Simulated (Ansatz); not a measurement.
A calculation with Ansatz 0.2.0 of Nb (ASE script, Cartesian positions):

Contents of run.py:

```python
import json

import numpy as np

import ansatz as az

calculation = (
    az.Crystal.from_extxyz("Nb.xyz")
    .calculation()
    .kpoints(11, 11, 11)
    .functional("pbe", dispersion="d3bj")
    .pseudopotentials(kind="paw")
    .hubbard(double_counting="amf")
    .hubbard("Nb", "d", u_eff=2.0)
    .occupations(method="gaussian", width=0.05)
    .density()
    .potential()
    .output_files(volumetric_format="npy")
    .electron_localization_function()
    .forces()
    .stress()
    .band_table(publish=True)
)
outcome = calculation.run(threads=2, events_out="events.jsonl")

report = outcome.report
for line in open("events.jsonl"):
    event = json.loads(line)
    if event["event"] == "scf_iter":
        d = event["data"]
        print(f"SCF {d['iter']:3d}  HF = {d['harris_foulkes_ev']:.6f} eV  dr2 = {d['dr2_ev']:.2e} eV")
    elif event["event"] in ("relax_step", "md_step"):
        d = event["data"]
        print(f"{event['event']} {d['step']:3d}  E = {d['lagrangian_ev']:.6f} eV")
np.set_printoptions(precision=5, suppress=True, linewidth=110)
print("converged:", report["converged"], "after", report["n_iterations"], "iterations")
print(f"free energy {report['free_energy_ev']:.6f} eV, Fermi level {report['fermi_energy_ev']:.4f} eV")
for key in ("band_edges_ev", "magnetization_mub", "site_moments_mub", "site_moments_nc_mub", "forces_ev_ang",
                "stress_gpa"):
    if report.get(key) is not None:
        print(key, np.array(report[key]), sep="\n")
```

The input Nb.xyz:

```xyz
1
Lattice="-1.7924358012 1.7924358012 1.7924358012 1.7924358012 -1.7924358012 1.7924358012 1.7924358012 1.7924358012 -1.7924358012" Properties=species:S:1:pos:R:3 pbc="T T T"
Nb     0.0000000000      0.0000000000      0.0000000000
```

Potentials or basis: Ansatz PAW.

Command:

```sh
$ python run.py
```

The cell isn't the ideal one: volume scaled by 1.25.

Question: Write the same calculation in another form: native input, structure typed inline.

Answer: As run:

File input.yaml:

```yaml
crystal:
  lattice:
    - [-1.7924358012, 1.7924358012, 1.7924358012]
    - [1.7924358012, -1.7924358012, 1.7924358012]
    - [1.7924358012, 1.7924358012, -1.7924358012]
  atoms:
    - { symbol: Nb, position: [0.0, 0.0, 0.0] }
hamiltonian:
  xc: pbe
  pseudopotentials: { kind: paw }
  dispersion: d3bj
  hubbard: { sites: [{ species: Nb, l: d, u_eff: 2.0 }], double_counting: amf }
kpoints:
  mp_grid: { grid: [11, 11, 11] }
scf:
  occupations: { method: gaussian, width: 0.05 }
output:
  forces: true
  stress: true
  eigenvalues: true
  write_density: true
  write_potential: true
  elf: true
  volumetric_format: npy
```

Potentials or basis: Ansatz PAW.

Command:

```sh
$ ansatz run input.yaml --threads 2 --pin off --max-ram 5120MiB --backend cpu --events-out ev --progress --plain --runs-dir out
```

Both were run:

|  | ASE script, Cartesian positions | native input, structure typed inline |
| --- | --- | --- |
| Pressure | -29.5 GPa | -29.5 GPa |
| Band gap on the k mesh | none (metal or under the smearing width) | none (metal or under the smearing width) |

Keys that steer only the numerical path or the files written may differ.

Caveat: U without spin polarisation on a metal has little footing; pairwise dispersion overbinds metals, which lowers pressure and volume; the U is typed as a test and isn't derived for this compound.
